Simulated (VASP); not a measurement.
# SiC35 (a cell with a defect) (Graphite 2H): electric field gradients with PBE

The system is SiC35 (a cell with a defect) (Graphite 2H).

```
CELL_PARAMETERS angstrom
7.41000 0.00000 0.00000
-3.70500 6.41725 0.00000
0.00000 0.00000 6.79000
ATOMIC_POSITIONS crystal
C 0.00000 0.00000 0.00000
C 0.00000 0.33333 0.00000
C 0.00000 0.66667 0.00000
C 0.33333 0.00000 0.00000
C 0.33333 0.33333 0.00000
C 0.33333 0.66667 0.00000
C 0.66667 0.00000 0.00000
C 0.66667 0.33333 0.00000
C 0.66667 0.66667 0.00000
C 0.00000 0.00000 0.50000
C 0.00000 0.33333 0.50000
C 0.00000 0.66667 0.50000
C 0.33333 0.00000 0.50000
C 0.33333 0.33333 0.50000
C 0.33333 0.66667 0.50000
C 0.66667 0.00000 0.50000
C 0.66667 0.33333 0.50000
C 0.66667 0.66667 0.50000
C 0.11111 0.55556 0.00500
C 0.11111 0.88889 0.00500
C 0.44444 0.22222 0.00500
C 0.44444 0.55556 0.00500
C 0.44444 0.88889 0.00500
C 0.77778 0.22222 0.00500
C 0.77778 0.55556 0.00500
C 0.77778 0.88889 0.00500
C 0.22222 0.11111 0.50500
C 0.22222 0.44444 0.50500
C 0.22222 0.77778 0.50500
C 0.55556 0.11111 0.50500
C 0.55556 0.44444 0.50500
C 0.55556 0.77778 0.50500
C 0.88889 0.11111 0.50500
C 0.88889 0.44444 0.50500
C 0.88889 0.77778 0.50500
Si 0.11111 0.22222 0.00500
```

| Property | Result |
| --- | --- |
| Program | VASP 6.6.1 |
| Task | electric field gradients |
| Functional | PBE |
| Potentials or basis | VASP PAW PBE potentials, release 64 (C, Si) |
| Cutoff | 520 eV |
| k mesh | 3 × 3 × 3 |
| Occupations | fermi-dirac, width 0.01 eV |
| Spin | no spin polarisation |
| Dipole correction | no |
| Further INCAR settings | LREAL = Auto; ALGO = Fast; EDIFF = 1e-08; NBANDS = 96 |

- Pressure: 17.5 GPa
- Largest force: 21.414 eV/Å
- Band gap on the k mesh: none (metal or under the smearing width)

Forces in eV/Å, atoms in the order of the input:
```
C     0.000 -21.414   0.024
C   -18.545  10.707   0.024
C     0.232   0.134   0.601
C     0.194  -0.112   0.557
C    18.545  10.707   0.024
C     0.000   0.224   0.557
C    -0.194  -0.112   0.557
C     0.000  -0.267   0.601
C    -0.232   0.134   0.601
C     0.000  -0.032   0.560
C    -0.028   0.016   0.560
C     0.010   0.006   0.565
C     0.023  -0.013   0.564
C     0.028   0.016   0.560
C     0.000   0.027   0.564
C    -0.023  -0.013   0.564
C     0.000  -0.012   0.565
C    -0.010   0.006   0.565
C    -0.593   0.274  -0.571
C    -0.059  -0.650  -0.571
C     0.534   0.376  -0.571
C     0.593   0.274  -0.571
C     0.000   0.000  -0.565
C    -0.534   0.376  -0.571
C     0.000   0.000  -0.580
C     0.059  -0.650  -0.571
C     0.019  -0.011  -0.564
C     0.000   0.022  -0.564
C     0.002   0.001  -0.564
C     0.000  -0.002  -0.564
C     0.001   0.001  -0.564
C    -0.002   0.001  -0.564
C    -0.019  -0.011  -0.564
C    -0.001   0.001  -0.564
C     0.000  -0.002  -0.564
Si    0.000   0.000   1.029
```

Stress tensor (GPa, compression positive):
```
24.89  0.00  0.00
 0.00 24.89  0.00
 0.00  0.00  2.85
```

Levels at points of the mesh, in eV from the Fermi level:
```
           k point  band 69  band 70  band 71  band 72  band 73  band 74  band 75  band 76
(0.00, 0.00, 0.00)    -0.70    -0.70    -0.03    -0.03    -0.02     0.58     0.58     0.61
```

Electric field gradients, principal values (V/Å²):
| atom | Vxx | Vyy | Vzz |
| --- | --- | --- | --- |
| 1 C | 10.370 | 33.711 | -44.082 |
| 2 C | 10.369 | 33.710 | -44.079 |
| 3 C | -14.430 | -15.944 | 30.374 |
| 4 C | -13.145 | -13.427 | 26.572 |
| 5 C | 10.370 | 33.710 | -44.080 |
| 6 C | -13.144 | -13.427 | 26.571 |
| 7 C | -13.144 | -13.427 | 26.572 |
| 8 C | -14.429 | -15.945 | 30.374 |
| 9 C | -14.429 | -15.945 | 30.374 |
| 10 C | -15.713 | -15.935 | 31.648 |
| 11 C | -15.714 | -15.933 | 31.647 |
| 12 C | -15.943 | -16.003 | 31.946 |
| 13 C | -15.720 | -15.982 | 31.702 |
| 14 C | -15.713 | -15.933 | 31.646 |
| 15 C | -15.720 | -15.981 | 31.701 |
| 16 C | -15.721 | -15.981 | 31.702 |
| 17 C | -15.944 | -16.002 | 31.945 |
| 18 C | -15.944 | -16.002 | 31.945 |
| 19 C | -15.863 | -18.299 | 34.162 |
| 20 C | -15.863 | -18.299 | 34.162 |
| 21 C | -15.863 | -18.300 | 34.163 |
| 22 C | -15.864 | -18.298 | 34.162 |
| 23 C | -16.891 | -16.892 | 33.783 |
| 24 C | -15.862 | -18.300 | 34.163 |
| 25 C | -18.285 | -18.287 | 36.571 |
| 26 C | -15.863 | -18.299 | 34.162 |
| 27 C | -14.095 | -14.296 | 28.390 |
| 28 C | -14.094 | -14.297 | 28.391 |
| 29 C | -14.203 | -14.206 | 28.409 |
| 30 C | -14.203 | -14.206 | 28.409 |
| 31 C | -14.007 | -14.182 | 28.189 |
| 32 C | -14.202 | -14.207 | 28.409 |
| 33 C | -14.094 | -14.296 | 28.390 |
| 34 C | -14.006 | -14.183 | 28.189 |
| 35 C | -14.007 | -14.182 | 28.189 |
| 36 Si | -117.462 | -117.462 | 234.925 |

Run time: 5.5 min on 1 thread of Intel(R) Xeon(R) Platinum 8488C (Sapphire Rapids), with other jobs on the host, peak memory 0.44 GiB.

Caveat: so large a pressure means that the cell lies far from this level's equilibrium, or that cutoff or potentials fall short.
